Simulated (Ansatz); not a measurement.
**SnO2: pressure up to the limit of the methods**

An exercise on one series of results from a longer session: the logs are not shown, and one member is left open.

Method: DFT, PBEsol, PAW with Ansatz's default frozen-core files, scalar-relativistic, in Ansatz 0.2.0.

**Starting point**

Symmetry: P4_2/mnm, No. 136, tetragonal system. Conventional cell: a = 4.582 Å, b = 4.582 Å, c = 3.024 Å, α = 90.00°, β = 90.00°, γ = 90.00°. Around Sn (site symmetry mmm) lie 6 O at 1.97 to 1.98 Å. O (site symmetry m2m) is surrounded by 3 Sn at 1.97 to 1.98 Å.

Structure file:

```xyz
6
Lattice="4.5822 0.0000 0.0000 0.0000 4.5822 0.0000 0.0000 0.0000 3.0242" Properties=species:S:1:pos:R:3 pbc="T T T"
Sn    0.0000    0.0000    0.0000
Sn    2.2911    2.2911    1.5121
O     1.3976    1.3976    0.0000
O     3.1846    3.1846    0.0000
O     3.6886    0.8935    1.5121
O     0.8935    3.6886    1.5121
```

Whether this phase is the stable one at these pressures isn't tested.

Atoms are numbered in the order of the input: Sn1, Sn2, O3, O4, O5, O6.

Set-up of the first run:

input.yaml reads:

```yaml
crystal:
  lattice:
    - [4.5821571838, 0.0, 0.0]
    - [0.0, 4.5821571838, 0.0]
    - [0.0, 0.0, 3.0242237413]
  atoms:
    - { symbol: Sn, position: [0.0, 0.0, 0.0] }
    - { symbol: Sn, position: [0.5, 0.5, 0.5] }
    - { symbol: O, position: [0.305, 0.305, 0.0] }
    - { symbol: O, position: [0.695, 0.695, 0.0] }
    - { symbol: O, position: [0.805, 0.195, 0.5] }
    - { symbol: O, position: [0.195, 0.805, 0.5] }
kpoints:
  mp_grid: { grid: [8, 8, 11] }
scf:
  occupations: { method: fermi_dirac, width: 0.1 }
hamiltonian:
  xc: pbesol
  pseudopotentials: { kind: paw }
output:
  forces: true
  stress: true
  write_density: true
  write_potential: true
  elf: true
  volumetric_format: npy
relax:
  f_tol: 0.005
  max_steps: 40
  cell: {}
```

Launch:

```bash
ansatz run input.yaml --threads 2 --pin off --max-ram 5120MiB --backend cpu --events-out ev --progress --plain --runs-dir out
```

Steps of the session up to this table: Cell relaxed at zero pressure, PAW; Volume scaled by 1, PAW; Shape and atoms relaxed at 0.94 of the volume, PAW; Volume scaled by 0.94, PAW; Shape and atoms relaxed at 0.88 of the volume, PAW; Volume scaled by 0.88, PAW; Shape and atoms relaxed at 0.8 of the volume, PAW; Volume scaled by 0.8, PAW; Shape and atoms relaxed at 0.72 of the volume, PAW; Volume scaled by 0.72, PAW; Shape and atoms relaxed at 0.62 of the volume, PAW; More of the same log: shape and atoms relaxed at 0.62 of the volume; Volume scaled by 0.62, PAW; Volume scaled by 0.62, PAW (partial_waves polarizable).

One table of the session follows, with a row left open; its other results are not shown here.

 The rows PAW, 0.62 and PAW (partial_waves polarizable), 0.62 agree to the last digit and may rest on the same set-up.

| method | volume over the first | volume (Å³/atom) | pressure (GPa) | gap on the k mesh (eV) |
| --- | --- | --- | --- | --- |
| PAW | 1 | ? | ? | ? |
| PAW | 0.94 | 11.444 | 13.63 | 1.59 |
| PAW | 0.88 | 10.714 | 33.12 | 2.39 |
| PAW | 0.8 | 9.740 | 72.24 | 3.65 |
| PAW | 0.72 | 8.766 | 134.10 | 4.76 |
| PAW | 0.62 | 7.548 | 265.27 | 5.56 |
| PAW (partial_waves polarizable) | 0.62 | 7.548 | 265.27 | 5.56 |

**Question.** Estimate the row for PAW, 1.

The run gave: volume (Å³/atom): 12.175; pressure (GPa): 0.02; gap on the k mesh (eV): 0.92. In the column «volume (Å³/atom)» it is the highest.
